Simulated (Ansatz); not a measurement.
# Rhodium, fcc under LDA: structure, energy and stiffness, part 2 of 2

What does LDA give for rhodium in the fcc structure? We relax it, solve it on a dense k-mesh, switch on spin-orbit coupling, then scale the cell to 7 volumes from 88 to 112 % of the relaxed one and try a fit of the equation of state. The k-meshes are 14×14×14 for the relaxation; 24×24×24 for the dense run; 14×14×14 for spin-orbit coupling; 24×24×24 for the volumes. The starting cell is the deposited one, from the Crystallography Open Database.

Ansatz 0.2.0; DFT, LDA (PW92), plane waves (420 eV) with PAW, scalar-relativistic. The steps go on from the part before.

## 6. Volume × 0.92

input.yaml reads:

```yaml
crystal:
  lattice:
    - [0.0, 1.8261547816, 1.8261547816]
    - [1.8261547816, 0.0, 1.8261547816]
    - [1.8261547816, 1.8261547816, 0.0]
  atoms:
    - { symbol: Rh, position: [0.0, 0.0, 0.0] }
hamiltonian:
  xc: lda
  pseudopotentials:
    kind: paw
    azcp:
      Rh: "pseudopotentials/Rh.paw.azcp"
basis:
  ecutwfc: 420
  fft_grid_basis: typed
kpoints:
  mp_grid: { grid: [24, 24, 24], shift: [0, 0, 0] }
magnetization:
  spin_polarized: false
scf:
  occupations: { method: fermi_dirac, width: 0.1 }
output:
  stress: true
```

Standard output (excerpt; [...] marks lines left out):

```text
Warning: <dir> the record states the generating functional pbe (its physics header spells it `PBE`), which answers neither for hamiltonian.xc's functional nor for the lda family's — results may be inconsistent (PPs are generated against a specific XC)
[...]
Pseudopotentials: kind: paw
Pseudopotential: Rh, paw, valence charge 17, recommended cutoff 420 eV (normal), <dir>
Functional definition: SPW92
[...]
Crystal: 1 atoms, lattice volume = 12.180 Å³
Basis set: ecut = 420 eV, 259 PW (Γ)
Bands: 13, of which v1, the nominal top of the filled ones, is band 9 counted from 1 (8 counted from 0)
Symmetry: 48 space group operations
Space group: Fm-3m (ITA 225), of the structure as read, at distance tolerance 2.3e-5 Å
k-points: 413 of 13824
[...]
SCF iter   1: F=—  HF=-6278.573295 eV  |F-HF|=—  |Δ(HF+E_count)|=         —  Δρ=1.07e-2  dr2=7.10e-3  ethr=1.77e-3  ⟨swp⟩=4.8  Hψ=29408  notcnv=0
[...]
SCF iter   6: F=-6278.571007 eV  HF=-6278.571007 eV  |F-HF|=6.91e-11  |Δ(HF+E_count)|=   3.72e-9  Δρ=1.94e-6  dr2=1.41e-10  ethr=1.01e-10  ⟨swp⟩=1.8  Hψ=17442  notcnv=0
[...]
SCF converged after 6 iterations
Free energy (F): -6278.571007 eV
[...]
E sigma→0 (E₀):  -6278.553600 eV
Entropy (-TS):   -0.034815 eV (-34.815 meV/atom)
Fermi energy:    25.769267 eV
[...]
--- Stress (GPa, compression-positive) ---
       32.416246      -0.000000       0.000000
        0.000000      32.416246      -0.000000
       -0.000000      -0.000000      32.416246
  P = ⅓ Tr σ = 32.4162 GPa (324.162 kbar)
```

It took 4.4 s on 1 thread of an x86-64 CPU, shared host; peak memory 0.55 GiB.

## 7. Volume × 0.96

Changes to input.yaml since step 6:

```diff
@@ -2,5 +2,5 @@
   lattice:
-    - [0.0, 1.8261547816, 1.8261547816]
-    - [1.8261547816, 0.0, 1.8261547816]
-    - [1.8261547816, 1.8261547816, 0.0]
+    - [0.0, 1.8522462321, 1.8522462321]
+    - [1.8522462321, 0.0, 1.8522462321]
+    - [1.8522462321, 1.8522462321, 0.0]
   atoms:
```

Standard output (excerpt; [...] marks lines left out):

```text
Warning: <dir> the record states the generating functional pbe (its physics header spells it `PBE`), which answers neither for hamiltonian.xc's functional nor for the lda family's — results may be inconsistent (PPs are generated against a specific XC)
[...]
[... 3 set-up lines as earlier in the session ...]
[...]
Crystal: 1 atoms, lattice volume = 12.709 Å³
Basis set: ecut = 420 eV, 259 PW (Γ)
Bands: 13, of which v1, the nominal top of the filled ones, is band 9 counted from 1 (8 counted from 0)
[... 2 set-up lines as earlier in the session ...]
k-points: 413 of 13824
[...]
SCF iter   1: F=—  HF=-6278.649236 eV  |F-HF|=—  |Δ(HF+E_count)|=         —  Δρ=1.06e-2  dr2=7.47e-3  ethr=1.77e-3  ⟨swp⟩=4.8  Hψ=29566  notcnv=0
[...]
SCF iter   6: F=-6278.646896 eV  HF=-6278.646896 eV  |F-HF|=7.91e-11  |Δ(HF+E_count)|=   5.33e-9  Δρ=1.72e-6  dr2=1.63e-10  ethr=1.34e-10  ⟨swp⟩=2.1  Hψ=17059  notcnv=0
[...]
SCF converged after 6 iterations
Free energy (F): -6278.646896 eV
[...]
E sigma→0 (E₀):  -6278.628031 eV
Entropy (-TS):   -0.037729 eV (-37.729 meV/atom)
Fermi energy:    24.414211 eV
[...]
--- Stress (GPa, compression-positive) ---
       14.237845      -0.000000      -0.000000
        0.000000      14.237845      -0.000000
       -0.000000      -0.000000      14.237845
  P = ⅓ Tr σ = 14.2378 GPa (142.378 kbar)
```

It took 6 s on 1 thread of an x86-64 CPU, shared host; peak memory 0.54 GiB.

## 8. Volume × 1.0

Changes to input.yaml since step 7:

```diff
@@ -2,5 +2,5 @@
   lattice:
-    - [0.0, 1.8522462321, 1.8522462321]
-    - [1.8522462321, 0.0, 1.8522462321]
-    - [1.8522462321, 1.8522462321, 0.0]
+    - [0.0, 1.8776226216, 1.8776226216]
+    - [1.8776226216, 0.0, 1.8776226216]
+    - [1.8776226216, 1.8776226216, 0.0]
   atoms:
```

Standard output (excerpt; [...] marks lines left out):

```text
Warning: <dir> the record states the generating functional pbe (its physics header spells it `PBE`), which answers neither for hamiltonian.xc's functional nor for the lda family's — results may be inconsistent (PPs are generated against a specific XC)
[...]
[... 3 set-up lines as earlier in the session ...]
[...]
Crystal: 1 atoms, lattice volume = 13.239 Å³
Basis set: ecut = 420 eV, 259 PW (Γ)
Bands: 13, of which v1, the nominal top of the filled ones, is band 9 counted from 1 (8 counted from 0)
[... 2 set-up lines as earlier in the session ...]
k-points: 413 of 13824
[...]
SCF iter   1: F=—  HF=-6278.671893 eV  |F-HF|=—  |Δ(HF+E_count)|=         —  Δρ=1.07e-2  dr2=8.26e-3  ethr=1.77e-3  ⟨swp⟩=4.8  Hψ=29349  notcnv=0
[...]
SCF iter   6: F=-6278.669412 eV  HF=-6278.669412 eV  |F-HF|=4.84e-10  |Δ(HF+E_count)|=   1.37e-8  Δρ=5.87e-6  dr2=8.74e-10  ethr=2.68e-10  ⟨swp⟩=2.4  Hψ=17116  notcnv=0
[...]
SCF converged after 6 iterations
Free energy (F): -6278.669412 eV
[...]
E sigma→0 (E₀):  -6278.649024 eV
Entropy (-TS):   -0.040777 eV (-40.777 meV/atom)
Fermi energy:    23.167258 eV
[...]
--- Stress (GPa, compression-positive) ---
       -0.036912      -0.000000       0.000000
       -0.000000      -0.036912       0.000000
        0.000000      -0.000000      -0.036912
  P = ⅓ Tr σ = -0.0369 GPa (-0.369 kbar)
```

Wall time 5.8 s (1 thread of an x86-64 CPU, shared host); peak memory 0.55 GiB.

## 9. Volume × 1.04

Changes to input.yaml since step 8:

```diff
@@ -2,5 +2,5 @@
   lattice:
-    - [0.0, 1.8776226216, 1.8776226216]
-    - [1.8776226216, 0.0, 1.8776226216]
-    - [1.8776226216, 1.8776226216, 0.0]
+    - [0.0, 1.9023310159, 1.9023310159]
+    - [1.9023310159, 0.0, 1.9023310159]
+    - [1.9023310159, 1.9023310159, 0.0]
   atoms:
```

Standard output (excerpt; [...] marks lines left out):

```text
Warning: <dir> the record states the generating functional pbe (its physics header spells it `PBE`), which answers neither for hamiltonian.xc's functional nor for the lda family's — results may be inconsistent (PPs are generated against a specific XC)
[...]
[... 3 set-up lines as earlier in the session ...]
[...]
Crystal: 1 atoms, lattice volume = 13.769 Å³
Basis set: ecut = 420 eV, 283 PW (Γ)
Bands: 13, of which v1, the nominal top of the filled ones, is band 9 counted from 1 (8 counted from 0)
[... 2 set-up lines as earlier in the session ...]
k-points: 413 of 13824
[...]
SCF iter   1: F=—  HF=-6278.652758 eV  |F-HF|=—  |Δ(HF+E_count)|=         —  Δρ=1.08e-2  dr2=9.40e-3  ethr=1.77e-3  ⟨swp⟩=4.7  Hψ=29155  notcnv=0
[...]
SCF iter   6: F=-6278.650045 eV  HF=-6278.650045 eV  |F-HF|=5.68e-10  |Δ(HF+E_count)|=   1.59e-8  Δρ=6.17e-6  dr2=9.88e-10  ethr=3.39e-10  ⟨swp⟩=2.3  Hψ=16944  notcnv=0
[...]
SCF converged after 6 iterations
Free energy (F): -6278.650045 eV
[...]
E sigma→0 (E₀):  -6278.628067 eV
Entropy (-TS):   -0.043955 eV (-43.955 meV/atom)
Fermi energy:    22.016367 eV
[...]
--- Stress (GPa, compression-positive) ---
      -11.221042      -0.000000       0.000000
       -0.000000     -11.221042       0.000000
        0.000000      -0.000000     -11.221042
  P = ⅓ Tr σ = -11.2210 GPa (-112.210 kbar)
```

Wall time 5.4 s (1 thread of an x86-64 CPU, shared host); peak memory 0.55 GiB.

## 10. Volume × 1.08

Changes to input.yaml since step 9:

```diff
@@ -2,5 +2,5 @@
   lattice:
-    - [0.0, 1.9023310159, 1.9023310159]
-    - [1.9023310159, 0.0, 1.9023310159]
-    - [1.9023310159, 1.9023310159, 0.0]
+    - [0.0, 1.9264137119, 1.9264137119]
+    - [1.9264137119, 0.0, 1.9264137119]
+    - [1.9264137119, 1.9264137119, 0.0]
   atoms:
```

Standard output (excerpt; [...] marks lines left out):

```text
Warning: <dir> the record states the generating functional pbe (its physics header spells it `PBE`), which answers neither for hamiltonian.xc's functional nor for the lda family's — results may be inconsistent (PPs are generated against a specific XC)
[...]
[... 3 set-up lines as earlier in the session ...]
[...]
Crystal: 1 atoms, lattice volume = 14.298 Å³
Basis set: ecut = 420 eV, 283 PW (Γ)
Bands: 13, of which v1, the nominal top of the filled ones, is band 9 counted from 1 (8 counted from 0)
[... 2 set-up lines as earlier in the session ...]
k-points: 413 of 13824
[...]
SCF iter   1: F=—  HF=-6278.600984 eV  |F-HF|=—  |Δ(HF+E_count)|=         —  Δρ=1.10e-2  dr2=1.09e-2  ethr=1.77e-3  ⟨swp⟩=4.8  Hψ=29094  notcnv=0
[...]
SCF iter   6: F=-6278.597923 eV  HF=-6278.597923 eV  |F-HF|=4.28e-10  |Δ(HF+E_count)|=   1.57e-8  Δρ=5.73e-6  dr2=7.82e-10  ethr=3.80e-10  ⟨swp⟩=2.3  Hψ=17085  notcnv=0
[...]
SCF converged after 6 iterations
Free energy (F): -6278.597923 eV
[...]
E sigma→0 (E₀):  -6278.574295 eV
Entropy (-TS):   -0.047256 eV (-47.256 meV/atom)
Fermi energy:    20.951201 eV
[...]
--- Stress (GPa, compression-positive) ---
      -19.952044       0.000000      -0.000000
        0.000000     -19.952044      -0.000000
        0.000000       0.000000     -19.952044
  P = ⅓ Tr σ = -19.9520 GPa (-199.520 kbar)
```

It took 5.9 s on 1 thread of an x86-64 CPU, shared host; peak memory 0.56 GiB.

## 11. Volume × 1.12

Changes to input.yaml since step 10:

```diff
@@ -2,5 +2,5 @@
   lattice:
-    - [0.0, 1.9264137119, 1.9264137119]
-    - [1.9264137119, 0.0, 1.9264137119]
-    - [1.9264137119, 1.9264137119, 0.0]
+    - [0.0, 1.9499088776, 1.9499088776]
+    - [1.9499088776, 0.0, 1.9499088776]
+    - [1.9499088776, 1.9499088776, 0.0]
   atoms:
```

Standard output (excerpt; [...] marks lines left out):

```text
Warning: <dir> the record states the generating functional pbe (its physics header spells it `PBE`), which answers neither for hamiltonian.xc's functional nor for the lda family's — results may be inconsistent (PPs are generated against a specific XC)
[...]
[... 3 set-up lines as earlier in the session ...]
[...]
Crystal: 1 atoms, lattice volume = 14.828 Å³
Basis set: ecut = 420 eV, 283 PW (Γ)
Bands: 13, of which v1, the nominal top of the filled ones, is band 9 counted from 1 (8 counted from 0)
[... 1 set-up line as earlier in the session ...]
Space group: Fm-3m (ITA 225), of the structure as read, at distance tolerance 2.5e-5 Å
k-points: 413 of 13824
[...]
SCF iter   1: F=—  HF=-6278.523775 eV  |F-HF|=—  |Δ(HF+E_count)|=         —  Δρ=1.12e-2  dr2=1.25e-2  ethr=1.77e-3  ⟨swp⟩=4.7  Hψ=29062  notcnv=0
[...]
SCF iter   6: F=-6278.520302 eV  HF=-6278.520302 eV  |F-HF|=3.46e-11  |Δ(HF+E_count)|=   1.00e-9  Δρ=1.19e-6  dr2=6.58e-11  ethr=5.28e-11  ⟨swp⟩=1.3  Hψ=16430  notcnv=0
[...]
SCF converged after 6 iterations
Free energy (F): -6278.520302 eV
[...]
E sigma→0 (E₀):  -6278.494967 eV
Entropy (-TS):   -0.050669 eV (-50.669 meV/atom)
Fermi energy:    19.962837 eV
[...]
--- Stress (GPa, compression-positive) ---
      -26.725923       0.000000      -0.000000
        0.000000     -26.725923       0.000000
        0.000000      -0.000000     -26.725923
  P = ⅓ Tr σ = -26.7259 GPa (-267.259 kbar)
```

It took 5.1 s on 1 thread of an x86-64 CPU, shared host; peak memory 0.56 GiB.

## 12. Energy and pressure against volume

The cell was scaled evenly, with its shape and the fractional positions fixed.

| V (Å³/atom) | E − E₀ (meV/atom) | P from the stress (GPa) | P from the fit (GPa) |
| --- | --- | --- | --- |
| 11.650 | 237.9 | 55.55 | 55.24 |
| 12.180 | 95.4 | 32.42 | 31.97 |
| 12.709 | 21.0 | 14.24 | 13.76 |
| 13.239 | 0.0 | -0.04 | -0.50 |
| 13.769 | 20.9 | -11.22 | -11.69 |
| 14.298 | 74.7 | -19.95 | -20.46 |
| 14.828 | 154.0 | -26.73 | -27.31 |

Fit (Birch-Murnaghan, third order): V₀ = 13.218 Å³/atom, B₀ = 318 GPa, B₀′ = 5.1, largest residual 0.06 meV/atom.

Fit and stress differ a little: one follows E(σ → 0), the other the smeared free energy.

## 13. What came out

What follows sums up all 2 parts.

```
                      quantity                         value
space group (spins left aside)               Fm-3m (No. 225)
             conventional cell                   a = 3.755 Å
                        volume                13.239 Å³/atom
             shortest distance                       2.655 Å
   against the measured volume       -3.7 % (13.752 Å³/atom)
               gap on the mesh  none (levels filled in part)
                   V₀, B₀, B₀′  13.218 Å³/atom, 318 GPa, 5.1
```

In words: The relaxed volume lies 3.7 % below the deposited cell. LDA binds too strongly as a rule, and cells come out small. The deposited cell holds zero-point motion and, unless taken cold, thermal expansion, which account for some of this. Levels at the Fermi energy are filled in part, as in a metal. Totals with and without spin-orbit coupling (-1.8 eV/atom apart) can't be read as binding, since the two-component data shift the zero of energy. B₀ comes out at 318 GPa, among the stiffest elements.
